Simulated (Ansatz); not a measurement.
# Ag in Ansatz: the effect of functional

The system is Ag.

```
Ag
1.0
     2.94940    0.00000    0.00000
    -1.47470    2.55426    0.00000
     0.00000    0.00000    4.82172
Ag
2
Direct
  0.66667 0.33333 0.75000
  0.33333 0.66667 0.25000
```

This isn't the form of Ag at room conditions, which is fcc.

The cell isn't the ideal one: volume scaled by 1.02.

Alike in all runs:

| Quantity | Value |
| --- | --- |
| Program | Ansatz 0.2.0 |
| Task | single point |
| Potentials or basis | Ansatz PAW |
| k mesh | 10 × 10 × 6 |
| Occupations | fermi-dirac, width 0.05 eV |
| Spin | no spin polarisation |

```tsv
functional	cutoff	pressure (GPa)
LDA	420 eV (not typed: the program's choice for these potentials)	-11.8
PBEsol	420 eV (not typed: the program's choice for these potentials)	-7.6
r2SCAN	500 eV (not typed: the program's choice for these potentials)	?
```

Task: What does the run with functional r2SCAN give?

Result: Pressure -4.1 GPa.

Caveats: the PAW data sets come from PBE, with cores solved anew for the run's functional, which leaves a small shift of forces and pressure.

Runs at the PBE level aren't shown here.
